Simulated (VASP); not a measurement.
Zr:

```
CELL_PARAMETERS angstrom
3.23200 0.00000 0.00000
-1.61600 2.79899 0.00000
0.00000 0.00000 5.14700
ATOMIC_POSITIONS crystal
Zr 0.33465 0.67413 0.25390
Zr 0.66535 0.32587 0.74610
```

The cell isn't the ideal one: atom 2 moved 0.06 Å.

Base run:

```yaml
Program: VASP 6.6.1
Functional: revPBE
Potentials_or_basis: VASP PAW PBE potentials, release 64 (Zr_sv)
Cutoff: 520 eV
k_mesh: 9 × 9 × 5
Occupations: fermi-dirac, width 0.05 eV
Spin: no spin polarisation
```

Its results: pressure 2.1 GPa; largest force 0.170 eV/Å.

Task: After a change of settings the same cell gave: pressure 0.5 GPa; largest force 0.166 eV/Å. Which change was it?
A. functional from revPBE to AM05
B. functional from revPBE to RPBE
C. functional from revPBE to PBE
D. functional from revPBE to PBEsol

Result: C.

PBE binds more tightly than revPBE, so the same cell stands under less pressure.

Caveats: the PAW data sets were made with another functional, which shifts forces and pressure a little (some runs).
